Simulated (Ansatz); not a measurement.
AlN built on the rocksalt prototype, relaxed with r2SCAN in Ansatz 0.2.0: space group Fm-3m (No. 225), cubic; conventional cell a = 4.038 Å, 8.23 Å³ an atom. Around Al lie 6 N at 2.02 Å; around N lie 6 Al at 2.02 Å. The cell was then strained (x, y and z are the cube axes), with the atoms relaxed again; stress is positive in compression. Simulation only: spin-unpolarised, and no claim that this is the phase found in nature.

- Uniaxial -1.33 % along z, other directions held: r2SCAN's stress changes by +6.73 GPa along the strain and +2.47 GPa across it.
- Isotropic +1.0 % on every length: the pressure changes by -7.77 GPa, and the HSE06 gap (Γ → X) goes from 6.083 to 5.769 eV.
- Epitaxial strain of +1.5 % in the (001) plane: the free normal strain is -1.11 % and the in-plane stress changes by -6.93 GPa.
- Uniaxial strain of +0.5 % along [111], atoms relaxed: the xy stress changes by -1.124 GPa.
- That strain splits the valence top at Γ by 0.071 eV (r2SCAN).

**Question.** Estimate C₁₁, C₁₂ and the bulk modulus from the uniaxial step.

**Answer.** With compression positive, C₁₁ ≈ −Δσ∥/ε = (-6.73)/(-0.0133) = 506 GPa and C₁₂ ≈ (-2.47)/(-0.0133) = 186 GPa; B = (C₁₁ + 2C₁₂)/3 = 292 GPa. A one-sided step carries third-order terms: it reads high by some per cent.

**Question.** What bulk modulus does the isotropic step give?

**Answer.** Δ ln V = 3 ln(1.0100) = +0.0299, so B ≈ −ΔP/Δ ln V = 260 GPa, against 292 GPa from C₁₁ and C₁₂; one-sided steps of finite size carry third-order terms.

**Question.** Give the volume deformation potential of that gap and its pressure coefficient.

**Answer.** a_V = ΔE_g/Δ ln V = (-0.314)/(+0.0299) = -10.52 eV; dE_g/dP = −a_V/B = +40 meV/GPa, with HSE06's gap and r2SCAN's modulus.

**Question.** What do the film's normal strain and stress say about the elastic constants?

**Answer.** ε⊥/ε∥ = (-0.0111)/(+0.0150) = -0.74, which linear elasticity sets to −2C₁₂/C₁₁ = -0.73 from the uniaxial step. The biaxial modulus is M = −Δσ/ε∥ = 462 GPa (C₁₁ + C₁₂ − 2C₁₂²/C₁₁ = 555 GPa).

**Question.** How much elastic energy does the film store, with 8.23 Å³ an atom?

**Answer.** u = M ε∥² = −Δσ ε∥ = +6.93 × (+0.0150) = 0.1039 GPa, and 1 GPa Å³ is 6.2415 meV: 5.34 meV an atom. The total energies of the two runs differ by 5.52 meV an atom.

**Question.** Estimate C₄₄.

**Answer.** A strain ε along [111] has ε_xy = ε/3 = +0.00167, an engineering shear of 2ε/3, so C₄₄ ≈ −Δσ_xy/(2ε/3) = 337 GPa, atoms relaxed.

**Question.** Extract the deformation potential d.

**Answer.** Without spin-orbit coupling the splitting is 3√3 |d| ε_xy = √3 |d| |ε|, so |d| = 0.071/(1.732 × 0.0050) = 8.20 eV.

The meshes of the hybrids are coarse, so their gaps aren't converged to the digits shown.
